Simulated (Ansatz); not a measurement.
SiC (wurtzite type), DFT, PBE, all-electron LAPW, scalar-relativistic (Ansatz 0.2.0), on 1 thread of Intel(R) Xeon(R) Platinum 8488C (Sapphire Rapids) (shared host).

Command: `ansatz run input.yaml --threads 1 --pin off --max-ram 3072MiB --backend cpu --events-out ev --progress --plain --runs-dir out`

```yaml
crystal:
  lattice:
    - [2.6767476539, 0.0, 0.0]
    - [-1.3383738269, 2.3181314678, 0.0]
    - [0.0, 0.0, 4.3330711094]
  atoms:
    - { symbol: Si, position: [0.3333333333, 0.6666666667, -0.001549062] }
    - { symbol: Si, position: [0.6666666667, 0.3333333333, 0.498450938] }
    - { symbol: C, position: [0.3333333333, 0.6666666667, 0.377549062] }
    - { symbol: C, position: [0.6666666667, 0.3333333333, 0.877549062] }
kpoints:
  mp_grid: { grid: [13, 13, 7] }
scf:
  occupations: { method: fermi_dirac, width: 0.1 }
hamiltonian:
  xc: pbe
  pseudopotentials: { kind: all_electron, lapw: { basis_error: 0.001 } }
output:
  forces: true
  stress: true
  eigenvalues: true
  populations: true
```

Question: How large is the problem that the program sets up?

Answer: 84 irreducible k-points, 627 plane waves at Γ, 22 bands.

Question: About how long does it take?

Answer: 29 s of wall time for 6 SCF iterations. Times on shared machines scatter by tens of per cent.
